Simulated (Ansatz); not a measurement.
In:

```
In
1.0
    -1.88253    1.88253    1.88253
     1.88253   -1.88253    1.88253
     1.88253    1.88253   -1.88253
In
1
Direct
  0.00000 0.00000 0.00000
```

This isn't the form of In at room conditions, which is tetragonal.

```yaml
Program: Ansatz 0.2.0
Task: relaxation of cell and atoms
Functional: PBEsol
Potentials_or_basis: Ansatz PAW
Cutoff: "420 eV (not typed: the program's choice for these potentials)"
k_mesh: 10 × 10 × 10
Occupations: fermi-dirac, width 0.05 eV
Spin: no spin polarisation
```

At the start: volume 26.69 Å³/atom.

Problem. How do energy, volume and symmetry change on relaxing?

Solution. It ends after 4 steps and the volume is 25.76 Å³/atom (-3.5 %); space group Im-3m (No. 229, to 0.05 Å).

The path:
```
step  energy change (eV)  largest force (eV/Å)  volume (Å³)
   1              0.0000                0.0000        26.69
   2             -0.0040                0.0000        25.93
   3             -0.0042                0.0000        25.76
   4             -0.0039                0.0000        25.76
```

Final structure:
```xyz
1
Lattice="-1.8605 1.8605 1.8605 1.8605 -1.8605 1.8605 1.8605 1.8605 -1.8605" Properties=species:S:1:pos:R:3 pbc="T T T"
In    0.0000    0.0000    0.0000
```

Caveat: the plane-wave basis is chosen anew once the cell has moved, so the energies of steps on either side of that aren't comparable; the PAW data sets come from PBE, with cores solved anew for the run's functional, which leaves a small shift of forces and pressure.
